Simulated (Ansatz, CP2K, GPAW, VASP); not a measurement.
WC: programs and potentials compared

```
W C
1.0
     2.90650    0.00000    0.00000
    -1.45325    2.51710    0.00000
     0.00000    0.00000    2.83660
W C
1 1
Direct
  0.00000 0.00000 0.00000
  0.66667 0.33333 0.50000
```

Alike in all runs: task band structure; functional PBE; k mesh 10 × 10 × 9; occupations fermi-dirac, width 0.05 eV; no spin polarisation; no spin-orbit coupling. Pressure is positive in compression and, in plane waves, holds the error of the finite cutoff.

| program and potentials | plane-wave cutoff (eV) | notes | pressure (GPa) |
| --- | --- | --- | --- |
| GPAW, PAW data sets generated for this functional | 800 | 9 valence electrons an atom on average | 5.37 |
| GPAW, GPAW PAW data sets (gpaw-data 1.2.1), other valence | 800 | 5 valence electrons an atom on average | 16.98 |
| Ansatz, all-electron LAPW, scalar-relativistic | - | - | 5.70 |
| CP2K, POTENTIAL_UZH W GTH-SCAN-q14, C GTH-SCAN-q4; DZVP-MOLOPT-SR-GTH basis | - | atomic basis; 9 valence electrons an atom on average | -2.04 |
| CP2K, POTENTIAL_UZH W GTH-PBE0-q14, C GTH-PBE0-q4; DZVP-MOLOPT-SR-GTH basis | - | atomic basis; 9 valence electrons an atom on average | 2.24 |
| VASP, PBE PAW files C, W_sv, release 54, 520 eV | 520 | 9 valence electrons an atom on average | 6.72 |
| CP2K, GTH_POTENTIALS W GTH-PADE-q14, C GTH-PADE-q4; DZVP-MOLOPT-SR-GTH basis | - | atomic basis; potentials made for LDA; 9 valence electrons an atom on average | -20.85 |
| VASP, PBE PAW files C_s, W_sv, 400 eV | 400 | 9 valence electrons an atom on average | 6.61 |
| CP2K, POTENTIAL_UZH W GTH-PBE-q14, C GTH-PBE-q4; TZVP-MOLOPT-PBE-GTH basis | - | atomic basis; 9 valence electrons an atom on average | 2.69 |

The pressure spans -20.85 (CP2K, GTH_POTENTIALS W GTH-PADE-q14, C GTH-PADE-q4; DZVP-MOLOPT-SR-GTH basis) to 16.98 GPa (GPAW, GPAW PAW data sets (gpaw-data 1.2.1), other valence), with all-electron results at 5.70. Some sets were made for another functional than the one run, which can shift their rows. The pressure on the cell as given of GPAW, GPAW PAW data sets (gpaw-data 1.2.1), other valence; CP2K, GTH_POTENTIALS W GTH-PADE-q14, C GTH-PADE-q4; DZVP-MOLOPT-SR-GTH basis lies far from the others; the cause wasn't traced. Rows in atomic bases carry the error of their basis and grid, which can be large.

Differences between rows come from potentials, basis sets and numerical settings, since the functional is the same but for its coding. Runs on potential files found faulty are left out.
